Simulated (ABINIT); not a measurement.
Input of an ABINIT 10.8.3 (patched build) run:

Contents of run.py:

```python
import json, os
import numpy as np
from ase.units import GPa
from ase.calculators.abinit import Abinit, AbinitProfile
from ase.io import read

atoms = read('N.cif')

profile = AbinitProfile(command='abinit', pp_paths=[os.path.abspath('pseudos')])
params = dict(
    pps='pawxml', xc='PBE',
    ecut=707.496,
    pawecutdg=1306.1465,
    pawovlp=30,
    kptopt=1,
    ngkpt=[7, 7, 5],
    nshiftk=1,
    shiftk=[0.0, 0.0, 0.0],
    ixc=11,
    nband=14,
    occopt=3,
    tsmear=0.05,
    nstep=100,
    tolvrs=1e-09,
    prtwf=0,
    prtden=0,
)

atoms.calc = Abinit(profile=profile, directory='run', **params)
energy = atoms.get_potential_energy()
forces = atoms.get_forces()
stress = atoms.get_stress()
print(f'energy {energy:.6f} eV')
print('forces (eV/A)')
print(np.round(forces, 5))
print('stress (GPa, Voigt, tension positive)', np.round(stress / GPa, 4))
json.dump(dict(energy=energy, forces=forces.tolist(), stress=stress.tolist(), cell=atoms.cell.tolist(), frac=atoms.get_scaled_positions(wrap=False).tolist()), open('results.json', 'w'))
```

File N.cif:

```cif
data_N
_cell_length_a 4.08406197
_cell_length_b 4.08406197
_cell_length_c 5.34591325
_cell_angle_alpha 90.00000000
_cell_angle_beta 90.00000000
_cell_angle_gamma 90.00000000
_space_group_name_H-M_alt 'P1'
_space_group_name_Hall 'P 1'
_space_group_IT_number 1
loop_
_space_group_symop_operation_xyz
'x,y,z'
loop_
_atom_site_label
_atom_site_type_symbol
_atom_site_symmetry_multiplicity
_atom_site_Wyckoff_symbol
_atom_site_fract_x
_atom_site_fract_y
_atom_site_fract_z
_atom_site_occupancy
N1 N 1 a 0.4042752000 0.5957248000 0.5000000000 1
N2 N 1 a 0.0957248000 0.0957248000 0.0000000000 1
N3 N 1 a 0.5957248000 0.4042752000 0.5000000000 1
N4 N 1 a 0.9042752000 0.9042752000 0.0000000000 1
```

Potentials or basis: JTH PAW PBE v2.0.

The run is started by

```bash
$ python run.py
```

Problem. What does it give for the largest force?

Solution. 0.457 eV/Å.

Problem. Estimate the band gap on the k mesh.

Solution. 6.93 eV, indirect (least direct gap 7.11 eV).

Problem. Predict the pressure.

Solution. 0.1 GPa.

Forces on the atoms (eV/Å):
```
N    0.323 -0.323  0.000
N   -0.323 -0.323  0.000
N   -0.323  0.323  0.000
N    0.323  0.323  0.000
```

Caveat: an odd mesh through Γ misses points on the zone boundary, where band edges often lie; the atomic spheres overlap.
